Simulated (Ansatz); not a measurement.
Runs of Ansatz 0.2.0 on ZrS2. Symmetry: P-3m1, No. 164, trigonal system. Conventional cell: a = 3.691 Å, b = 3.691 Å, c = 6.041 Å, α = 90.00°, β = 90.00°, γ = 120.00°. Zr (site symmetry -3m) has 6 S at 2.57 Å as nearest neighbours. S (site symmetry 3m) has 3 Zr at 2.57 Å as nearest neighbours. The cell is a database's computed one.

| task | level | spin | cell | k mesh | cutoff (eV) | smearing | atoms under strain | points for each segment of the path | gap on the mesh (eV) | pressure (GPa) | relaxed volume (Å³/atom) |
| --- | --- | --- | --- | --- | --- | --- | --- | --- | --- | --- | --- |
| elastic constants | PBEsol | off | as given | 7 × 7 × 4 | 420 | fixed | relaxed | - | 1.05 | -1.8 | - |
| band structure | r2SCAN | SOC, no magnetisation | as given | 8 × 8 × 5 | 500 | fermi-dirac 0.05 eV | - | 14 | 1.36 | 0.0 | - |
| relaxation of cell and atoms | BPBE | off | relaxed | 8 × 8 × 5 | 420 | fermi-dirac 0.05 eV | - | - | 1.21 | 0.0 | 35.79 |
| relaxation of cell and atoms | revPBE+D4 | off | relaxed | 8 × 8 × 5 | 420 | fermi-dirac 0.05 eV | - | - | (a) | 0.0 | (b) |

Alike in all rows: potentials or basis Ansatz PAW.

Task: Estimate the missing entries.

Result: (a) 0.72; (b) 21.78.

Caveats: the PAW data sets come from PBE, with cores solved anew for the run's functional, which leaves a small shift of forces and pressure; odd divisions of the mesh miss points on the zone boundary, where band edges often lie, so the gap on the mesh can be too wide (some runs); the plane-wave basis is chosen anew once the cell has moved, so the energies of steps on either side of that aren't comparable (some runs); this functional lacks dispersion, which binds the layers, so the pressure and a relaxed spacing across them are unreliable (some runs); the volume moved by over 15 % at a fixed basis, so the end points are rough (some runs).

A k mesh can miss the band edges, and rows without SOC leave out spin-orbit coupling on Zr.

Runs at the PBE level aren't shown here.
